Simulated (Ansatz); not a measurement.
GaN under pressure: fit and missing row

GaN, P6_3mc, a = 3.218 Å, c = 5.243 Å. Ansatz: PBE, PAW, 420 eV, Γ-centred 12×12×6 mesh on 4 atoms, Gaussian smearing 0.02 eV; no spin polarisation. Cell and atoms are relaxed at each pressure, and no other structure is tried; the real crystal is known to change phase within this range, so the rows at high pressure are metastable.

```
V (Å³/atom) P (GPa)
          ?    59.97
     10.317    30.01
     10.920    15.01
     11.271     8.00
     11.559     3.07
     11.758     0.00
     11.976    -3.03
```

Problem. Take V0 = 11.758 Å³/atom, fit the third-order Birch–Murnaghan form to the other rows, and predict the missing volume.

Solution. With the Eulerian strain f = ½[(V0/V)^(2/3) − 1] and y = P/[3f(1 + 2f)^(5/2)], the form is the line y = B0 + 1.5 B0 (B0′ − 4) f. Rows (f, y): 0.04554, 176.6; 0.02526, 175.1; 0.01430, 173.8; 0.00572, 173.9; -0.00609, 171.0. Means f = 0.01695, y = 174.08; Σ(Δf)² = 0.001550, ΣΔfΔy = 0.1542; the slope is their ratio. y = 172.4 + 99.49 f GPa, so B0 = 172.4 GPa and B0′ = 4 + 2 × (99.49)/(3 × 172.4) = 4.38. P = 59.97 GPa is met at f = 0.07744 (y = 180.10), so V = V0 (1 + 2f)^(−3/2) = 9.474 Å³/atom. The run gave 9.465 Å³/atom, so the fit is 0.009 Å³/atom too high, 0.36 % of the span of the series, against an rms of 0.0010 Å³/atom on the fitted rows. The row lies outside the fitted range. A fourth-order term fitted to the same rows gives P = 59.04 GPa at this row's volume (the line 60.36, the run 59.97), no gain.